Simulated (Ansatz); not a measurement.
# CdS (zincblende): gap against strain (uniaxial along [111], other directions held)

CdS in the zincblende structure, relaxed with r2SCAN in Ansatz, then strained (uniaxial along [111], other directions held; changes of length per length, axes as in the cell below) with the atoms relaxed again within the symmetry that is left. It is cubic, F-43m (No. 216); conventional cell a = 5.878 Å, 25.39 Å³ an atom. Around Cd lie 4 S at 2.55 Å; around S lie 4 Cd at 2.55 Å. Calculated for a static, non-magnetic cell.

```xyz
2
Lattice="0.0000 2.9392 2.9392 2.9392 0.0000 2.9392 2.9392 2.9392 0.0000" Properties=species:S:1:pos:R:3 pbc="T T T"
Cd    0.0000    0.0000    0.0000
S     1.4696    1.4696    1.4696
```

Gaps are the least over each mesh (PBE 8×8×8, r2SCAN 8×8×8, HSE06 6×6×6 when unstrained) and the special points, which keep their unstrained names; stress is the change from the unstrained cell, compression positive.

```
strain (%)  gap, PBE (eV)  gap, r2SCAN (eV)  gap, HSE06 (eV)  edges, HSE06  stress along the strain, r2SCAN (GPa)  energy rise, r2SCAN (meV/atom)
     -1.13          1.091             1.539            2.105             Γ                                  +1.08                             0.9
       0.0          1.095             1.543            2.106             Γ                                   0.00                             0.0
      +1.5          1.041             1.486            2.047             Γ                                  -1.41                             1.7
     +1.54          1.040             1.484            2.045             Γ                                  -1.44                             1.8
      +4.0          0.943             1.381            1.936             Γ                                  -3.68                            11.9
```

Between zero and the nearest strains the slope of the HSE06 gap against strain is +0.001 eV per percent for negative and -0.040 for positive strain.

Spin-orbit coupling is left out.

The meshes of the hybrids are coarse, so their gaps aren't converged to the digits shown.
